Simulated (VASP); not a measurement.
**BAs: relaxation of the atoms with PBE**

Crystal: BAs.

```
B As
1.0
     0.00000    2.45540    2.45540
     2.45540    0.00000    2.45540
     2.45540    2.45540    0.00000
B As
1 1
Cartesian
  0.0000 0.0000 0.0000
  1.2277 1.2277 1.2277
```

The cell isn't the ideal one: a relaxed cell with its volume scaled by 1.06.

```
Program                : VASP 6.6.1
Task                   : relaxation of the atoms
Functional             : PBE
Potentials or basis    : VASP PAW PBE potentials, release 64 (B, As)
Cutoff                 : 600 eV
k mesh                 : 10 × 10 × 10
Occupations            : gaussian, width 0.03 eV
Spin                   : no spin polarisation
Further INCAR settings : ALGO = Normal; EDIFF = 1e-07; IBRION = 2; EDIFFG = -0.01; NSW = 40
```

* Pressure after relaxing: -6.8 GPa
* Band gap on the k mesh: 1.26 eV, indirect (least direct gap 3.18 eV)

Final structure:
```
B As
1.0
     0.00000    2.45540    2.45540
     2.45540    0.00000    2.45540
     2.45540    2.45540    0.00000
B As
1 1
Direct
  0.00000 0.00000 0.00000
  0.25000 0.25000 0.25000
```

Levels at points of the mesh, in eV from the valence-band top:
| k point | band 1 | band 2 | band 3 | band 4 | band 5 | band 6 | band 7 | band 8 |
| --- | --- | --- | --- | --- | --- | --- | --- | --- |
| (0.00, 0.00, 0.00) | -14.67 | 0.00 | 0.00 | 0.00 | 3.18 | 3.18 | 3.18 | 3.66 |
| (0.50, 0.00, 0.00) | -12.09 | -8.21 | -1.68 | -1.68 | 2.23 | 4.68 | 4.68 | 8.68 |
| (0.50, 0.50, 0.00) | -10.91 | -8.08 | -3.74 | -3.74 | 1.51 | 1.52 | 10.59 | 10.59 |

Run time: 12 s on 1 thread of Intel(R) Xeon(R) Platinum 8488C (Sapphire Rapids), on a shared host, peak memory 0.15 GiB.

Caveat: the relaxation stopped at its first step, so nothing moved. A k mesh can miss the band edges.
